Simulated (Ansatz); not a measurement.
Theory: Ansatz, DFT PBE, scalar-relativistic, plane waves, PAW. All cells share a 420 eV cutoff and Γ-centred k meshes spaced at most about 0.3 Å⁻¹ (about 0.25 or finer for metals, 2π included). No spin polarisation in the final relaxations.

These are static total energies at zero pressure. Lower structures may exist.

Task: Order these relaxed structures of HfC by energy, lowest first, with the energy over the lowest of them.
1.

```
CELL_PARAMETERS angstrom
3.32603 0.00000 0.00000
-1.66302 2.88043 0.00000
0.00000 0.00000 5.24077
ATOMIC_POSITIONS crystal
Hf 0.66667 0.33333 0.75000
Hf 0.33333 0.66667 0.25000
C 0.00000 0.00000 0.00000
C 0.00000 0.00000 0.50000
```

2.

```
CELL_PARAMETERS angstrom
3.85370 0.00000 0.00000
-1.92685 3.33740 0.00000
0.00000 0.00000 4.63665
ATOMIC_POSITIONS crystal
Hf 0.66667 0.33333 0.25000
Hf 0.33333 0.66667 0.75000
C 0.66667 0.33333 0.75000
C 0.33333 0.66667 0.25000
```

3.

```
CELL_PARAMETERS angstrom
0.00000 2.52230 2.52230
2.52230 0.00000 2.52230
2.52230 2.52230 0.00000
ATOMIC_POSITIONS crystal
Hf 0.00000 0.00000 0.00000
C 0.25000 0.25000 0.25000
```

4.

```
CELL_PARAMETERS angstrom
0.00000 2.32567 2.32567
2.32567 0.00000 2.32567
2.32567 2.32567 0.00000
ATOMIC_POSITIONS crystal
Hf 0.50000 0.50000 0.50000
C 0.00000 0.00000 0.00000
```

Result: 4 (0 meV/atom), 1 (197 meV/atom), 2 (264 meV/atom), 3 (636 meV/atom). Forms: 4 rock salt type, Fm-3m; 1 anti-nickel arsenide type, P6_3/mmc; 2 P6_3/mmc; 3 zinc blende type, F-43m. Counting C atoms around Hf (those within 1.25 times the shortest such distance or 1.15 times the sum of covalent radii): cell 4 has Hf 6; cell 1 has Hf 6; cell 2 has Hf 5; cell 3 has Hf 4.

These runs have no spin–orbit coupling, which can matter for Hf. The Fm-3m cell at 12.6 Å³/atom was relaxed from a cell as deposited in COD. The P6_3/mmc cell at 12.6 Å³/atom was relaxed from a Materials Project cell. Cells relaxed within their symmetry can be saddle points. Some candidate types were left out of the draw beforehand, so a known form may be missing.
